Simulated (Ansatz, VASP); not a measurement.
## Two plane-wave programs on TiB4

```xyz
5
Lattice="4.0278 0.0000 0.0000 0.0000 4.0278 0.0000 0.0000 0.0000 2.6152" Properties=species:S:1:pos:R:3 pbc="T T T"
Ti    0.0000    0.0000    1.3076
B     0.8110    2.0139    0.0000
B     3.2168    2.0139    0.0000
B     2.0139    0.8110    0.0000
B     2.0139    3.2168    0.0000
```

Alike in both runs: functional PBE; k mesh 10 × 10 × 14; occupations gaussian, width 0.1 eV; no spin polarisation.

Ansatz relaxed the structure, and its values are those at the end. VASP's run is a single point on that final structure, the one shown.

|  | VASP | Ansatz |
| --- | --- | --- |
| version | VASP 6.6.1 | Ansatz 0.2.0 |
| potentials or method | VASP PAW PBE potentials, release 64 (Ti_sv, B) | scalar-relativistic, plane waves, PAW |
| plane-wave cutoff (eV) | 520 | 420 |
| valence electrons in the cell | 24 | 24 |

Ansatz gave:

```
gap on the k mesh at the Fermi level (eV) : none
pressure (GPa)                            : 0.0
```

Task: What did VASP give for the same quantities?

Result: gap on the k mesh at the Fermi level (eV): none; pressure (GPa): 0.1.

A gap of «none» marks a metal or a gap that the smearing closes. With one functional, cell and mesh, what is left measures potentials, basis and numerics.
